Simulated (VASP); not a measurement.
VASP 6.6.1 run: WSe2

INCAR

```
LWAVE = .FALSE.
NSW = 40
EDIFF = 1E-7
ISMEAR = -1
NBANDS = 20
EDIFFG = -5E-3
LDAUJ = 0 0
LDAUL = 2 -1
LDAUU = 6.0 0
IBRION = 2
LCHARG = .FALSE.
ENCUT = 600
LREAL = .FALSE.
ADDGRID = .TRUE.
LDAUTYPE = 2
GGA = CA
PREC = Accurate
ISIF = 3
LMAXMIX = 4
LASPH = .TRUE.
LDAU = .TRUE.
SIGMA = 0.02
NELM = 74
```

KPOINTS

```
KPOINTS created by Atomic Simulation Environment
0
Gamma
6 6 6
0 0 0
```

POSCAR

```
W  Se
 1.0000000000000000
    -0.0000000000000000    3.1058615539563106    3.1058615539563106
     3.1058615539563106   -0.0000000000000000    3.1058615539563106
     3.1058615539563106    3.1058615539563106   -0.0000000000000000
 W   Se
   1   2
Cartesian
 -0.0000000000000000  0.0000000000000000 -0.0000000000000000
  1.5529307769781551  1.5529307769781551  1.5529307769781551
  4.6587923309344648  4.6587923309344648  4.6587923309344648
```

The recommended LDA PAW datasets give the neutral cell 26 valence electrons.

Command

```
mpirun -np 1 vasp_std
```

OSZICAR

```
N       E                     dE             d eps       ncg     rms          rms(c)
DAV:   1     0.203697915095E+03    0.20370E+03   -0.13682E+04   640   0.140E+03
DAV:   2    -0.589138375149E+01   -0.20959E+03   -0.20370E+03   712   0.341E+02
DAV:   3    -0.167338674961E+02   -0.10842E+02   -0.10616E+02   792   0.691E+01
DAV:   4    -0.168925998359E+02   -0.15873E+00   -0.15816E+00   740   0.860E+00
DAV:   5    -0.168939894140E+02   -0.13896E-02   -0.13892E-02   764   0.904E-01    0.158E+01
DAV:   6    -0.155829084154E+02    0.13111E+01   -0.13152E+01   684   0.188E+01    0.516E+00
DAV:   7    -0.153379464561E+02    0.24496E+00   -0.28597E+00   692   0.763E+00    0.420E+00
DAV:   8    -0.152956501333E+02    0.42296E-01   -0.24781E-01   708   0.290E+00    0.445E-01
DAV:   9    -0.152945067687E+02    0.11434E-02   -0.11282E-02   692   0.708E-01    0.210E-01
DAV:  10    -0.152953897734E+02   -0.88300E-03   -0.33379E-03   744   0.366E-01    0.963E-02
...
DAV:   4    -0.153091882703E+02    0.10871E-01   -0.41276E-02   672   0.144E+00    0.306E-01
DAV:   5    -0.153098503106E+02   -0.66204E-03   -0.60812E-03   752   0.309E-01    0.229E-01
DAV:   6    -0.153094862730E+02    0.36404E-03   -0.35559E-03   684   0.220E-01    0.396E-02
DAV:   7    -0.153095873036E+02   -0.10103E-03   -0.56505E-04   680   0.791E-02    0.682E-02
DAV:   8    -0.153095910743E+02   -0.37707E-05   -0.35540E-05   732   0.294E-02    0.555E-02
DAV:   9    -0.153096049300E+02   -0.13856E-04   -0.71591E-05   676   0.374E-02    0.403E-02
DAV:  10    -0.153096463054E+02   -0.41375E-04   -0.56490E-04   680   0.969E-02    0.132E-02
DAV:  11    -0.153096518949E+02   -0.55895E-05   -0.93614E-05   744   0.421E-02    0.747E-03
DAV:  12    -0.153096519130E+02   -0.18043E-07   -0.58359E-07   696   0.556E-03
   3 F= -.15309652E+02 E0= -.15304775E+02  d E =-.135890E-01
```

From OUTCAR

```
k-points           NKPTS =     16   k-points in BZ     NKDIM =     16   number of bands    NBANDS=     20

   NELECT =      26.0000    total number of electrons

   dimension x,y,z NGX =    36 NGY =   36 NGZ =   36
   dimension x,y,z NGXF=    72 NGYF=   72 NGZF=   72

  energy-cutoff  :      600.00
  volume of cell :       58.50
      direct lattice vectors                 reciprocal lattice vectors
     0.000000000  3.081152178  3.081152178    -0.162276957  0.162276957  0.162276957
     3.081152178 -0.000000000  3.081152178     0.162276957 -0.162276957  0.162276957
     3.081152178  3.081152178  0.000000000     0.162276957  0.162276957 -0.162276957

 k-points in reciprocal lattice and weights: KPOINTS created by Atomic Simulation Env
   0.00000000  0.00000000  0.00000000       0.005
   0.16666667  0.00000000  0.00000000       0.037
   0.33333333  0.00000000  0.00000000       0.037
   0.50000000  0.00000000  0.00000000       0.019
   0.16666667  0.16666667  0.00000000       0.028
   0.33333333  0.16666667  0.00000000       0.111
   0.50000000  0.16666667  0.00000000       0.111
  -0.33333333  0.16666667  0.00000000       0.111
   ...

 E-fermi :   7.0297

 k-point     1 :       0.0000    0.0000    0.0000
  band No.  band energies     occupation
      1     -67.5198      2.00000
      2     -31.9232      2.00000
      3     -31.9232      2.00000
      4     -31.9232      2.00000
      5      -8.6693      2.00000
      6      -4.2999      2.00000
      7       1.3344      2.00000
      8       1.3344      2.00000
      9       1.3344      2.00000
     10       6.1412      2.00000
     11       6.1412      2.00000
     12       6.6203      2.00000
     13       6.6203      2.00000
     14       6.6203      2.00000
     15      11.0572      0.00000
     16      11.2447      0.00000
     17      11.2447      0.00000
     18      11.2447      0.00000
     19      11.9137      0.00000
     20      11.9137      0.00000

 k-point     2 :       0.1667    0.0000    0.0000
  band No.  band energies     occupation
      1     -67.5198      2.00000
      2     -31.9274      2.00000
      3     -31.9238      2.00000
      4     -31.9238      2.00000
      5      -8.4036      2.00000
      6      -4.7627      2.00000
      7       1.5210      2.00000
      8       1.5210      2.00000
      9       2.0379      2.00000
     10       5.1400      2.00000
     11       5.1400      2.00000
     12       5.3464      2.00000
     13       7.3365      0.00000
     14       7.3365      0.00000
     15       9.4890      0.00000
     16      10.8637      0.00000
     17      10.8637      0.00000
     18      12.1112      0.00000
     19      12.8452      0.00000
     20      12.8452      0.00000

 k-point     3 :       0.3333    0.0000    0.0000
  band No.  band energies     occupation
      1     -67.5197      2.00000
      2     -31.9356      2.00000
      3     -31.9251      2.00000
      4     -31.9251      2.00000
      5      -7.6933      2.00000
      6      -5.6757      2.00000
      7       1.9571      2.00000
      8       1.9571      2.00000
      9       3.0464      2.00000
     10       3.7414      2.00000
     11       4.3075      2.00000
     12       4.3075      2.00000
     13       7.0901      0.09307
     14       7.0901      0.09307
     15       8.7773      0.00000
     16      11.2079      0.00000
     17      11.2079      0.00000
     18      12.9646      0.00000
     19      14.4113      0.00000
     20      14.4113      0.00000

 ...

  Total       -0.0143611     -0.0143611     -0.0143611     -0.0000000     -0.0000000      0.0000000
  in kB       -0.3933047     -0.3933047     -0.3933047     -0.0000000     -0.0000000      0.0000000
  external PRESSURE =      -0.3933047 kB  Pullay stress =       0.0000000 kB

 POSITION                                       TOTAL-FORCE (eV/Angst)
 -----------------------------------------------------------------------------------
      0.00000      0.00000      0.00000        -0.000000      0.000000      0.000000
      1.54058      1.54058      1.54058         0.000000      0.000000      0.000000
      4.62173      4.62173      4.62173        -0.000000     -0.000000     -0.000000
 -----------------------------------------------------------------------------------
    total drift:                               -0.000000      0.000000      0.000000

  FREE ENERGIE OF THE ION-ELECTRON SYSTEM (eV)
  ---------------------------------------------------
  free  energy   TOTEN  =       -15.3096519130 eV

  energy  without entropy=      -15.2998985022  energy(sigma->0) =      -15.30477521
```

```csv
ionic step,ΔE (meV/atom),volume (Å³),largest force (eV/Å),pressure (GPa),electronic steps
1,0.0,59.92,0.000,-3.00,17
2,2.9,56.73,0.000,4.16,13
3,-4.5,58.50,0.000,-0.04,12
```

It converged. Results: relaxed cell vector lengths 4.357, 4.357, 4.357 Å; relaxed cell volume 58.50 Å³.

For comparison, a separate LDA relaxation on usual settings, not on those above, ends at 56.77 Å³.

The run above took about 2.9 min on one core of a shared host (Intel Xeon Platinum 8488C) and held 0.36 GiB at most.
